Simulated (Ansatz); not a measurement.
## Structures of NbSi₂: which is lowest?

Plane-wave DFT in Ansatz with scalar-relativistic PAW potentials, cutoff 420 eV, Γ-centred meshes chosen by cell and gap, Gaussian smearing with energies taken to zero width. Every cell was relaxed (cell and atoms) in a run of its own, within the symmetry of its start. Functional: PBE.

Relaxed structures (starts from databases or built by putting these elements on another compound's sites):
A. P6_422, 9 atoms in the computed cell, a = 4.813 Å, c = 6.614 Å; sites (symmetry × multiplicity) Nb 222 × 3, Si ..2 × 6; start: database
B. Cm, 6 atoms in the computed cell, a = 8.900 Å, b = 4.347 Å, c = 4.956 Å, β = 106.6°; sites (symmetry × multiplicity) Nb m × 2 + m × 2, Si m × 2 + m × 2 + m × 2 + m × 2; start: built
C. Fd-3m, 6 atoms in the computed cell, a = 6.954 Å; sites (symmetry × multiplicity) Nb -43m × 8, Si .-3m × 16; start: built

Question: Rank them by energy. Could pressure change the order?

Answer:
```tsv
structure	group	E − E(lowest) (meV/atom)	V (Å³/atom)	gap on mesh (eV)
A	P6_422	0.0	14.74	0.00
B	Cm	307	15.31	0.00
C	Fd-3m	579	14.01	0.00
```

A is lowest, 307 meV/atom under B. C is denser by 0.73 Å³/atom, so pressure favours it: ΔE/ΔV, with ΔE in eV and 1 eV/Å³ = 160.2 GPa, gives about 128 GPa for equal enthalpy if both cells were rigid; at such pressures compression changes ΔV much, so this is a scale only. Other structures may lie lower than all of these, and vibrations aren't counted.